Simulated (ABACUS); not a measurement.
**BN: band structure with SOGGA**

**What was measured.**

A printed reference work, monograph reports, for a bulk crystal of BN at 300 K: band gap 6.4 eV (indirect).

BN:

```
CELL_PARAMETERS angstrom
0.00000 1.81300 1.81300
1.81300 0.00000 1.81300
1.81300 1.81300 0.00000
ATOMIC_POSITIONS crystal
N 0.25000 0.25000 0.25000
B 0.00000 0.00000 0.00000
```

The cell is a database's computed one.

```json
{
 "Program": "ABACUS 3.10.1",
 "Task": "band structure",
 "Functional": "SOGGA",
 "Potentials or basis": "PseudoDojo NC SR 0.5 PBE standard",
 "Cutoff": "1143 eV",
 "Density cutoff": "4572 eV",
 "Basis": "plane waves",
 "Occupations": "fermi-dirac, width 0.05 eV",
 "Spin": "no spin polarisation",
 "Radial cutoff of the potentials (pseudo_rcut)": "10 bohr",
 "Threshold of the eigensolver": "1e-07 Ry",
 "Density": "read from an earlier self-consistent run",
 "Path": "G-X-W-K-G-L-U-W-L-K, U-X",
 "Points for each segment of the path": "10",
 "SCF threshold on the density": "1e-08",
 "Max SCF steps": "100",
 "Eigensolver": "dav",
 "Mixing": "broyden",
 "Mixing share": "0.7",
 "Symmetry key": "-1",
 "Bands": "14"
}
```

```yaml
Band_gap_along_the_path: 4.20 eV, indirect (least direct gap 8.74 eV)
```

Levels at the corners of the path, in eV from the Fermi level:
```
point  band 1  band 2  band 3  band 4  band 5  band 6  band 7  band 8  band 9
    Γ  -21.86   -1.63   -1.63   -1.63    7.11    7.11    7.11    8.35   22.55
    X  -16.24  -10.60   -6.55   -6.55    2.57    7.39   16.10   16.10   18.76
    W  -15.92   -9.24   -8.65   -8.20    7.72   11.49   12.66   12.86   17.37
    K  -16.15   -9.80   -9.36   -5.72    5.04   11.04   14.04   14.83   16.74
    Γ  -21.86   -1.63   -1.63   -1.63    7.11    7.11    7.11    8.35   22.55
    L  -17.61  -12.40   -3.57   -3.57    8.28    8.96    8.96   13.27   21.32
    U  -16.15   -9.80   -9.36   -5.72    5.04   11.04   14.04   14.83   16.74
    W  -15.92   -9.24   -8.65   -8.20    7.72   11.49   12.66   12.86   17.37
    L  -17.61  -12.40   -3.57   -3.57    8.28    8.96    8.96   13.27   21.32
    K  -16.15   -9.80   -9.36   -5.72    5.04   11.04   14.04   14.83   16.74
    U  -16.15   -9.80   -9.36   -5.72    5.04   11.04   14.04   14.83   16.74
    X  -16.24  -10.60   -6.55   -6.55    2.57    7.39   16.10   16.10   18.76
```

Wall time 3.9 s on 4 MPI ranks on AMD EPYC 7R43 64-Core Processor (Zen 3) (shared host), peak memory 0.36 GiB a rank.

Measured gap of BN: 6.4 eV (indirect; 300 K; a printed reference work, monograph). This calculation gives 4.20 eV (-2.20 eV). The value is that of SOGGA, without temperature or zero-point motion. The cell is a database's relaxed one, not the measured one, which moves gaps too.

Caveat: the density is read from an earlier self-consistent run, whose mesh may be coarse.
